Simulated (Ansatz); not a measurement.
**One structure, 3 elements: VN, NbN, TaN**

Plane-wave DFT in Ansatz with scalar-relativistic PAW potentials, cutoff 500 eV, Γ-centred meshes chosen by cell and gap, Gaussian smearing with energies taken to zero width. Every cell was relaxed (cell and atoms) in a run of its own, within the symmetry of its start. Functional: r2SCAN.

All members share space group Fm-3m and the same sites; only the element on one set of sites changes (V, Nb, Ta). Members needn't be the stable form of their composition. Energies over the elements, where given, are against the elements' standard states in the same functional (H₂, N₂, O₂ and halogens uncorrected, Hg as a solid). The first member:

Space group Fm-3m (No. 225). a = 4.108 Å, b = 4.108 Å, c = 4.108 Å, α = 90.00°, β = 90.00°, γ = 90.00°
```tsv
atom	site	symmetry	x	y	z
V	4a	m-3m	0.0000	0.0000	0.0000
N	4b	m-3m	0.5000	0.0000	0.0000
```

```tsv
compound	V (Å³/atom)	a (Å)	energy over elements (eV/atom)	largest moment (μB)
VN	8.67	4.108	-1.152	0.50
TaN	10.62	4.396	-0.962	no spin
```

Problem. Predict the member with Nb.

Solution. V (Å³/atom) 10.73, a (Å) 4.412, energy over elements (eV/atom) -1.105, largest moment (μB) no spin. Interpolating linearly in period between V and Ta would give 9.64 Å³/atom (10.1 % too small), with -1.057 eV/atom over the elements. Over the whole series the volume has no steady trend down the group (least for V); all are metallic on the mesh; binding against the elements weakens. Ta is no larger than Nb here (10.62 against 10.73 Å³/atom), as one expects from the lanthanide contraction and relativistic shrinking of 6s.

The state reached may not be the lowest one. Spin-orbit coupling is left out, which matters for the bands of heavy elements. The cell holds one magnetic atom, so it can only be ferromagnetic; an antiferromagnetic order may lie lower. Magnetic cells started from one order each; another order can shift an energy by tens of meV per atom.